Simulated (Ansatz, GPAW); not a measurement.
## Sb: programs and potentials compared

```xyz
1
Lattice="-1.8713 1.8713 1.8713 1.8713 -1.8713 1.8713 1.8713 1.8713 -1.8713" Properties=species:S:1:pos:R:3 pbc="T T T"
Sb    0.0000    0.0000    0.0000
```

This isn't the form of Sb at room conditions, which is rhombohedral.

Alike in all runs: task single point; functional LDA; k mesh 10 × 10 × 10; occupations gaussian, width 0.1 eV; no spin polarisation; no spin-orbit coupling. LDA stands for any of its common fits. Pressure is positive in compression and, in plane waves, holds the error of the finite cutoff, which Ansatz's Pulay term estimates and takes out.

| program and potentials | plane-wave cutoff (eV) | notes | band gap (eV) | pressure (GPa) |
| --- | --- | --- | --- | --- |
| Ansatz, Ansatz PAW | 420 | potentials made for PBE, which Ansatz adapts in part; Pulay term of +0.04 GPa included | no gap | -1.23 |
| Ansatz, all-electron LAPW, scalar-relativistic | - | - | no gap | -1.20 |
| GPAW, the program's PAW data sets (release 1.2.1) made for this functional | 600 | - | no gap | -1.59 |

None finds a gap. The pressure spans -1.59 (GPAW, the program's PAW data sets (release 1.2.1) made for this functional) to -1.20 GPa (Ansatz, all-electron LAPW, scalar-relativistic), with all-electron results at -1.20.

Differences between rows come from potentials, basis sets and numerical settings, since the functional is the same but for its coding. Runs on potential files found faulty are left out.
